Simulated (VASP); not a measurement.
# CoSi (P2_13) in VASP: notebook

One crystal, CoSi, is run at these levels: BLYP+D3(BJ), BLYP+D4, LDA, PBE; tasks: relaxation of cell and atoms, atomic charges, electron localisation function, single point.

All numbers are computed with VASP 6.6.1; they aren't measurements. Logs are shortened: lines on timing, memory, paths and dates and some standing lists are left out, and cuts for length are marked.

## (1) Starting point

The structure is cubic, space group P2_13 (No. 198). Conventional cell: a = 4.438 Å, b = 4.438 Å, c = 4.438 Å, α = 90.00°, β = 90.00°, γ = 90.00°. Co (site symmetry 3) is surrounded by 7 Si at 2.28 to 2.47 Å. Si (site symmetry 3) is surrounded by 7 Co at 2.28 to 2.47 Å.

## (2) Relaxation of cell and atoms, BLYP+D3(BJ), collinear spin, ferromagnetic start

The input, INCAR:

```
PREC = Accurate
ENCUT = 600
EDIFF = 1E-7
ISMEAR = -1
SIGMA = 0.05
LREAL = False
LASPH = True
NELM = 100
ALGO = Normal
ISIF = 3
LWAVE = False
LCHARG = False
ISPIN = 2
MAGMOM = 2 2 2 2 0 0 0 0
LORBIT = 11
LMAXMIX = 4
GGA = B5
ALDAX = 1.0
AGGAX = 1.0
AGGAC = 1.0
ALDAC = 0.0
IVDW = 12
VDW_S6 = 1.0
VDW_S8 = 2.6996
VDW_A1 = 0.4298
VDW_A2 = 4.2359
IBRION = 2
NSW = 40
EDIFFG = -0.02
```

The input, KPOINTS:

```
Automatic mesh
0
Gamma
  6 6 6
```

The input, POSCAR:

```
CoSi
1.0
    4.4380000000      0.0000000000      0.0000000000
    0.0000000000      4.4380000000      0.0000000000
    0.0000000000      0.0000000000      4.4380000000
Co Si
4 4
Direct
    0.8600000000      0.6400000000      0.3600000000
    0.6400000000      0.3600000000      0.8600000000
    0.3600000000      0.8600000000      0.6400000000
    0.1400000000      0.1400000000      0.1400000000
    0.1570000000      0.3430000000      0.6570000000
    0.3430000000      0.6570000000      0.1570000000
    0.6570000000      0.1570000000      0.3430000000
    0.8430000000      0.8430000000      0.8430000000
```

Potentials or basis: VASP PAW PBE potentials, release 64 (Co, Si).

Launch:

```sh
> cat potpaw_PBE.64/Co/POTCAR potpaw_PBE.64/Si/POTCAR > POTCAR
> mpirun -np 1 vasp_std > vasp.out
```

OUTCAR:

```text
PREC = Accurate
   ENCUT = 600
   EDIFF = 1E-7
   ISMEAR = -1
   LREAL = False
   LASPH = True
   NELM = 100
   ISIF = 3
   ISPIN = 2
   LORBIT = 11
   GGA = B5
   IVDW = 12
   IBRION = 2
   NSW = 40
   EDIFFG = -0.02
 IVDW          = 12

 ion  position               nearest neighbor table
   1  0.860  0.640  0.360-   5 2.28   6 2.33   7 2.33   8 2.33   7 2.47   8 2.47   6 2.47   2 2.72
                             2 2.72   4 2.72   4 2.72   3 2.72   3 2.72
   2  0.640  0.360  0.860-   6 2.28   5 2.33   7 2.33   8 2.33   5 2.47   7 2.47   8 2.47   1 2.72
                             1 2.72   3 2.72   3 2.72   4 2.72   4 2.72
   3  0.360  0.860  0.640-   7 2.28   6 2.33   5 2.33   8 2.33   6 2.47   5 2.47   8 2.47   4 2.72
                             2 2.72   2 2.72   4 2.72   1 2.72   1 2.72
   4  0.140  0.140  0.140-   8 2.28   6 2.33   7 2.33   5 2.33   6 2.47   5 2.47   7 2.47   1 2.72
                             3 2.72   3 2.72   1 2.72   2 2.72   2 2.72
   5  0.157  0.343  0.657-   1 2.28   2 2.33   3 2.33   4 2.33   3 2.47   4 2.47   2 2.47   8 2.75
                             6 2.75   6 2.75   8 2.75   7 2.75   7 2.75
   6  0.343  0.657  0.157-   2 2.28   1 2.33   3 2.33   4 2.33   1 2.47   3 2.47   4 2.47   8 2.75
                             5 2.75   5 2.75   7 2.75   7 2.75   8 2.75
   7  0.657  0.157  0.343-   3 2.28   2 2.33   1 2.33   4 2.33   2 2.47   1 2.47   4 2.47   8 2.75
                             8 2.75   5 2.75   6 2.75   6 2.75   5 2.75
   8  0.843  0.843  0.843-   4 2.28   2 2.33   3 2.33   1 2.33   2 2.47   1 2.47   3 2.47   5 2.75
                             6 2.75   7 2.75   7 2.75   5 2.75   6 2.75

  LATTYP: Found a simple cubic cell.
 ALAT       =     4.4380000000

  Lattice vectors:

 A1 = (   4.4380000000,   0.0000000000,   0.0000000000)
 A2 = (   0.0000000000,   4.4380000000,   0.0000000000)
 A3 = (   0.0000000000,   0.0000000000,   4.4380000000)

Analysis of symmetry for initial positions (statically):
=====================================================================
 Subroutine PRICEL returns:
 Original cell was already a primitive cell.

 Routine SETGRP: Setting up the symmetry group for a
 simple cubic supercell.

 Subroutine GETGRP returns: Found 12 space group operations
 (whereof  3 operations were pure point group operations)
 out of a pool of 48 trial point group operations.

The static configuration has the point symmetry C_3 .
 The point group associated with its full space group is T   .

Analysis of symmetry for dynamics (positions and initial velocities):
=====================================================================
 Subroutine PRICEL returns:
 Original cell was already a primitive cell.

 Routine SETGRP: Setting up the symmetry group for a
 simple cubic supercell.

 Subroutine GETGRP returns: Found 12 space group operations
 (whereof  3 operations were pure point group operations)
 out of a pool of 48 trial point group operations.

The dynamic configuration has the point symmetry C_3 .
 The point group associated with its full space group is T   .

Analysis of structural, dynamic, and magnetic symmetry:
=====================================================================
 Subroutine PRICEL returns:
 Original cell was already a primitive cell.

 Routine SETGRP: Setting up the symmetry group for a
 simple cubic supercell.

 Subroutine GETGRP returns: Found 12 space group operations
 (whereof  3 operations were pure point group operations)
 out of a pool of 48 trial point group operations.

The overall configuration has the point symmetry C_3 .
 The point group associated with its full space group is T   .

 Subroutine INISYM returns: Found 12 space group operations
 (whereof  3 operations are pure point group operations),
 and found     1 'primitive' translations

----------------------------------------------------------------------------------------

                                     Primitive cell

  volume of cell :      87.4102

  direct lattice vectors                    reciprocal lattice vectors
     4.438000000  0.000000000  0.000000000     0.225326724  0.000000000  0.000000000
     0.000000000  4.438000000  0.000000000     0.000000000  0.225326724  0.000000000
     0.000000000  0.000000000  4.438000000     0.000000000  0.000000000  0.225326724

  length of vectors
     4.438000000  4.438000000  4.438000000     0.225326724  0.225326724  0.225326724

  position of ions in fractional coordinates (direct lattice)
     0.860000000  0.640000000  0.360000000
     0.640000000  0.360000000  0.860000000
     0.360000000  0.860000000  0.640000000
[... 29 lines left out ...]
     0.000000000  0.037554454  0.000000000     0.000000000  0.166666667  0.000000000
     0.000000000  0.000000000  0.037554454     0.000000000  0.000000000  0.166666667

  Length of vectors
     0.037554454  0.037554454  0.037554454

  Shift w.r.t. Gamma in fractional coordinates (k-lattice)
     0.000000000  0.000000000  0.000000000

 Subroutine IBZKPT returns following result:
 ===========================================

 Found     24 irreducible k-points:

 Following reciprocal coordinates:
            Coordinates               Weight
  0.000000  0.000000  0.000000      1.000000
  0.166667  0.000000  0.000000      6.000000
  0.333333  0.000000  0.000000      6.000000
  0.500000  0.000000  0.000000      3.000000
  0.166667  0.166667  0.000000     12.000000
  0.333333  0.166667  0.000000     12.000000
[... 16 lines left out ...]
  0.500000  0.500000  0.333333      6.000000
  0.500000  0.500000  0.500000      1.000000
   k-points           NKPTS =     24   k-points in BZ     NKDIM =     24   number of bands    NBANDS=     35
   number of dos      NEDOS =    301   number of ions     NIONS =      8
   total plane-waves  NPLWV =  46656
   dimension x,y,z NGX =    36 NGY =   36 NGZ =   36
   dimension x,y,z NGXF=    72 NGYF=   72 NGZF=   72
   ions per type =               4   4
   NGX,Y,Z   is equivalent  to a cutoff of  13.49, 13.49, 13.49 a.u.
   NGXF,Y,Z  is equivalent  to a cutoff of  26.97, 26.97, 26.97 a.u.
 SYSTEM =  unknown system
   PREC   = accura    normal or accurate (medium, high low for compatibility)
   ISTART =      0    job   : 0-new  1-cont  2-samecut
   ICHARG =      2    charge: 1-file 2-atom 10-const
   ISPIN  =      2    spin polarized calculation?
   LNONCOLLINEAR =      F non collinear calculations
   LSORBIT =      F    spin-orbit coupling
   LASPH  =      T    aspherical Exc in radial PAW
   ENCUT  =  600.0 eV  44.10 Ry    6.64 a.u.   8.86  8.86  8.86*2*pi/ulx,y,z
   NELM   =    100;   NELMIN=  2; NELMDL= -5     # of ELM steps
   EDIFF  = 0.1E-06   stopping-criterion for ELM
   LREAL  =      F    real-space projection
   EDIFFG = -.2E-01   stopping-criterion for IOM
   NSW    =     40    number of steps for IOM
   IBRION =      2    ionic relax: 0-MD 1-quasi-New 2-CG
   NFREE  =      1    steps in history (QN), initial steepest desc. (CG)
   ISIF   =      3    stress and relaxation
   ISYM   =      2    0-nonsym 1-usesym 2-fastsym
   POTIM  = 0.5000    time-step for ionic-motion
   TEBEG  =    0.0;   TEEND  =   0.0 temperature during run
   PSTRESS=    0.0 pullay stress
   NELECT =      52.0000    total number of electrons
   NUPDOWN=      -1.0000    fix difference up-down
   EMIN   =  10.00;   EMAX   =-10.00  energy-range for DOS
   EFERMI =   0.00;   METHOD = LEGACY
   ISMEAR =    -1;   SIGMA  =   0.05  broadening in eV -4-tet -1-fermi 0-gaus
   EFERMI_NEDOS =   21; number of points for ismear=-14 and -15
   IALGO  =     38    algorithm
   IMIX   =      4    mixing-type and parameters
     AMIX     =   0.40;   BMIX     =  1.00
     AMIX_MAG =   1.60;   BMIX_MAG =  1.00
  volume/ion in A,a.u.               =      10.93        73.73
  Fermi-wavevector in a.u.,A,eV,Ry     =   1.376856  2.601881 25.793021  1.895734
  Thomas-Fermi vector in A             =   2.502063
   LORBIT       =     11    0 simple, 1 ext, 2 COOP (PROOUT), +10 PAW based schemes
   GGA     = B5    functional components
   LHFCALC =     F    Hartree Fock is set to
   AEXX    =    0.0000 exact exchange contribution
   IVDW    =    12    specifies the selected vdW correction
   LEPSILON=     F    determine dielectric tensor
   LRPA    =     F    only Hartree local field effects (RPA)
 conjugate gradient relaxation of ions
 spin polarized calculation
  energy-cutoff  :      600.00
  volume of cell :       87.41
 maximum number of plane-waves:      2968
   NGX = 17   NGY = 17   NGZ = 17

--------------------------------------- Ionic step        1  -------------------------------------------

 number of electron      51.9999992 magnetization       0.0005773

 number of electron      51.9999992 magnetization      -0.0000965

 Free energy of the ion-electron system (eV)
  ---------------------------------------------------
  ext. energy  EPLUGINS =         0.00000000
  ---------------------------------------------------
  free energy    TOTEN  =       -45.44785870 eV

  energy without entropy =      -45.43325222  energy(sigma->0) =      -45.44055546

------------------------ aborting loop because EDIFF is reached ----------------------------------------

 Edisp (eV)   -8.81977

 E8    (eV) :    -6.3979
[... 375 lines left out ...]
 number of electron      51.9999986 magnetization      -0.0000001

 number of electron      51.9999986 magnetization       0.0000001

 Free energy of the ion-electron system (eV)
  ---------------------------------------------------
  ext. energy  EPLUGINS =         0.00000000
  ---------------------------------------------------
  free energy    TOTEN  =       -45.18170214 eV

  energy without entropy =      -45.16865591  energy(sigma->0) =      -45.17517903

 E-fermi :  13.1653     XC(G=0): -12.4133

 val. band max:       13.1228755521   @ k =   0.0000   0.0000   0.0000
 cond. band min:      13.2170330426   @ k =   0.5000   0.5000   0.3333
 fundamental gap:      0.0941574905
 Fermi energy:        13.1652977986

 spin component 1

 k-point     1 :       0.0000    0.0000    0.0000
  band No.  band energies     occupation
      1      -0.7384      1.00000
      2       4.8189      1.00000
      3       4.8189      1.00000
      4       4.8189      1.00000
      5       7.5865      1.00000
      6       7.5865      1.00000
[... 901 lines left out ...]
     34      19.0680      0.00000
     35      19.0680      0.00000
 Fermi energy:        13.1652977986

 spin component 2

 k-point     1 :       0.0000    0.0000    0.0000
  band No.  band energies     occupation
      1      -0.7384      1.00000
      2       4.8189      1.00000
      3       4.8189      1.00000
      4       4.8189      1.00000
      5       7.5865      1.00000
      6       7.5865      1.00000
[... 940 lines left out ...]
  FREE ENERGIE OF THE ION-ELECTRON SYSTEM (eV)
  ---------------------------------------------------
  free  energy   TOTEN  =       -54.3628467965 eV

  energy  without entropy=      -54.3498005632  energy(sigma->0) =      -54.35632368

 reached required accuracy - stopping structural energy minimisation

 total charge

# of ion       s       p       d       tot
------------------------------------------
    1        0.448   0.641   7.642   8.730
    2        0.448   0.641   7.642   8.730
    3        0.448   0.641   7.642   8.730
    4        0.448   0.641   7.642   8.730
    5        0.734   0.915   0.000   1.649
    6        0.734   0.915   0.000   1.649
    7        0.734   0.915   0.000   1.649
    8        0.734   0.915   0.000   1.649
--------------------------------------------------
tot          4.729   6.222  30.567  41.518

 magnetization (x)

# of ion       s       p       d       tot
------------------------------------------
    1       -0.000  -0.000  -0.000  -0.000
    2       -0.000  -0.000  -0.000  -0.000
    3       -0.000  -0.000  -0.000  -0.000
    4       -0.000  -0.000  -0.000  -0.000
    5        0.000   0.000   0.000   0.000
    6        0.000   0.000   0.000   0.000
    7        0.000   0.000   0.000   0.000
    8        0.000   0.000   0.000   0.000
--------------------------------------------------
tot          0.000   0.000  -0.000  -0.000
```

Run time: 9.9 min. Hardware: 1 thread of Intel Xeon 6975P-C (Granite Rapids), shared host; peak memory 0.34 GiB.

What came out:

```
Free energy                                           : -54.3628 eV
Relaxed volume                                        : 10.51 Å³/atom
Relaxed cell                                          : a = 4.381 Å, b = 4.381 Å, c = 4.381 Å, α = 90.00°, β = 90.00°, γ = 90.00°
Space group after relaxing (to 0.05 Å)                : P2_13 (No. 198)
Energy gained by relaxing                             : 11.9 meV/atom
Ionic steps                                           : 9
Pressure after relaxing                               : 0.1 GPa
Largest force after relaxing                          : 0.007 eV/Å
Band gap on the k mesh                                : none (metal or under the smearing width)
Net moment                                            : 0.00 μB per cell
Valence electrons inside the program's atomic spheres : Co 8.73; Si 1.65
Dispersion energy per atom                            : -1.148 eV
```

Forces on the atoms (eV/Å):
```
Co   0.001 -0.001  0.001
Co  -0.001  0.001  0.001
Co   0.001  0.001 -0.001
Co  -0.001 -0.001 -0.001
Si   0.004 -0.004  0.004
Si  -0.004  0.004  0.004
Si   0.004  0.004 -0.004
Si  -0.004 -0.004 -0.004
```

The path:
| step | energy change (eV) | largest force (eV/Å) | pressure (GPa) | volume (Å³) |
| --- | --- | --- | --- | --- |
| 1 | 0.0000 | 0.1689 | -7.35 | 87.41 |
| 2 | 0.0166 | 0.3843 | 9.88 | 81.22 |
| 3 | -0.0741 | 0.2717 | 0.16 | 84.39 |
| 4 | -0.0741 | 0.2738 | 0.36 | 84.33 |
| 5 | -0.0852 | 0.1872 | 0.29 | 84.23 |
| 6 | -0.0943 | 0.0784 | 0.39 | 84.02 |
| 7 | -0.0945 | 0.0146 | -0.77 | 84.40 |
| 8 | -0.0949 | 0.0374 | -0.26 | 84.23 |
| 9 | -0.0952 | 0.0072 | 0.08 | 84.09 |

Final structure:
```
CELL_PARAMETERS angstrom
4.38108 0.00000 0.00000
0.00000 4.38108 0.00000
0.00000 0.00000 4.38108
ATOMIC_POSITIONS crystal
Co 0.85438 0.64562 0.35438
Co 0.64562 0.35438 0.85438
Co 0.35438 0.85438 0.64562
Co 0.14562 0.14562 0.14562
Si 0.15693 0.34307 0.65693
Si 0.34307 0.65693 0.15693
Si 0.65693 0.15693 0.34307
Si 0.84307 0.84307 0.84307
```

Caveat: the starting moments collapsed, and a magnetic state may lie lower; the PAW data sets were made with another functional, which shifts forces and pressure a little; pairwise dispersion overbinds metals, which lowers pressure and volume.

## (3) Relaxation of cell and atoms, BLYP+D4, collinear spin, ferromagnetic start

The input, INCAR:

```
PREC     = Accurate       # precision mode
ENCUT    = 600            # plane-wave cutoff, eV
EDIFF    = 1E-6           # SCF threshold, eV
ISMEAR   = -1             # smearing method
SIGMA    = 0.05           # smearing width, eV
LREAL    = F              # projectors in reciprocal space
LASPH    = T              # aspherical terms in the spheres
NELM     = 100            # most SCF steps
ALGO     = Normal         # electronic algorithm
ISIF     = 3              # what is computed and relaxed
LWAVE    = F              # write WAVECAR
LCHARG   = F              # write CHGCAR
ISPIN    = 2              # spin polarisation
MAGMOM   = 2 2 2 2 0 0 0 0 # initial moments
LORBIT   = 11             # projections on sites
LMAXMIX  = 4              # l up to which the mixer works
GGA      = B5             # functional
ALDAX    = 1.0          
AGGAX    = 1.0          
AGGAC    = 1.0          
ALDAC    = 0.0          
IVDW     = 13             # dispersion correction
VDW_S6   = 1.0          
VDW_S8   = 2.34076671   
VDW_A1   = 0.44488865   
VDW_A2   = 4.0933009    
IBRION   = 2              # ionic algorithm
NSW      = 60             # ionic steps
EDIFFG   = -0.01          # ionic threshold
```

The input, KPOINTS:

```
regular mesh
0
Gamma
  6 6 6
```

POSCAR is that of step 2.

Potentials or basis: VASP PAW PBE potentials, release 64 (Co, Si).

Launch:

```sh
> cat potpaw_PBE.64/Co/POTCAR potpaw_PBE.64/Si/POTCAR > POTCAR
> mpirun -np 1 vasp_std > vasp.out
```

Wall time 8.8 min (1 thread of Intel Xeon 6975P-C (Granite Rapids), shared host); peak memory 0.33 GiB.

The run converged. Its results:

```yaml
Free_energy: -53.3316 eV
Relaxed_volume: 10.66 Å³/atom
Relaxed_cell: a = 4.401 Å, b = 4.401 Å, c = 4.401 Å, α = 90.00°, β = 90.00°, γ = 90.00°
Space_group_after_relaxing_to_0.05_Å: P2_13 (No. 198)
Energy_gained_by_relaxing: 5.8 meV/atom
Ionic_steps: 10
Pressure_after_relaxing: 0.0 GPa
Band_gap_on_the_k_mesh: none (metal or under the smearing width)
Net_moment: 0.00 μB per cell
Valence_electrons_inside_the_program's_atomic_spheres: Co 8.70; Si 1.64
Dispersion_energy_per_atom: -1.004 eV
```

Step by step:
| step | energy change (eV) | largest force (eV/Å) | pressure (GPa) | volume (Å³) |
| --- | --- | --- | --- | --- |
| 1 | 0.0000 | 0.1706 | -4.54 | 87.41 |
| 2 | -0.0008 | 0.2747 | 5.61 | 83.55 |
| 3 | -0.0308 | 0.2245 | 0.31 | 85.43 |
| 4 | -0.0386 | 0.1546 | 0.29 | 85.38 |
| 5 | -0.0448 | 0.0964 | 0.07 | 85.27 |
| 6 | -0.0449 | 0.0874 | 0.06 | 85.28 |
| 7 | -0.0461 | 0.0203 | -0.14 | 85.33 |
| 8 | -0.0461 | 0.0062 | -0.22 | 85.34 |
| 9 | -0.0460 | 0.0053 | 0.43 | 85.12 |
| 10 | -0.0461 | 0.0017 | 0.02 | 85.25 |

Final structure:
```
Co Si
1.0
     4.40121    0.00000    0.00000
     0.00000    4.40121    0.00000
     0.00000    0.00000    4.40121
Co Si
4 4
Direct
  0.85490 0.64510 0.35490
  0.64510 0.35490 0.85490
  0.35490 0.85490 0.64510
  0.14510 0.14510 0.14510
  0.15727 0.34273 0.65727
  0.34273 0.65727 0.15727
  0.65727 0.15727 0.34273
  0.84273 0.84273 0.84273
```

Levels at points of the mesh, in eV from the Fermi level:
Spin up:
| k point | band 22 | band 23 | band 24 | band 25 | band 26 | band 27 | band 28 | band 29 | band 30 | band 31 |
| --- | --- | --- | --- | --- | --- | --- | --- | --- | --- | --- |
| (0.00, 0.00, 0.00) | -0.98 | -0.86 | -0.86 | -0.04 | -0.04 | -0.04 | 2.52 | 2.52 | 2.52 | 2.96 |
| (0.50, 0.00, 0.00) | -1.13 | -0.71 | -0.71 | -0.53 | -0.53 | 1.01 | 1.01 | 1.49 | 1.49 | 4.33 |
| (0.50, 0.50, 0.00) | -1.56 | -1.08 | -1.08 | -0.06 | -0.06 | 0.58 | 0.58 | 2.03 | 2.03 | 2.56 |
| (0.50, 0.50, 0.50) | -1.30 | -1.30 | -1.30 | -0.27 | -0.27 | -0.27 | -0.27 | 5.45 | 5.45 | 5.45 |
Spin down:
```tsv
k point	band 24	band 25	band 26	band 27	band 28	band 29
(0.00, 0.00, 0.00)	-0.86	-0.04	-0.04	-0.04	2.52	2.52
(0.50, 0.00, 0.00)	-0.71	-0.53	-0.53	1.01	1.01	1.49
(0.50, 0.50, 0.00)	-1.08	-0.06	-0.06	0.58	0.58	2.03
(0.50, 0.50, 0.50)	-1.30	-0.27	-0.27	-0.27	-0.27	5.45
```

Caveat: the starting moments collapsed, and a magnetic state may lie lower; the PAW data sets were made with another functional, which shifts forces and pressure a little; pairwise dispersion overbinds metals, which lowers pressure and volume.

(Part 1 of 2 ends here.)
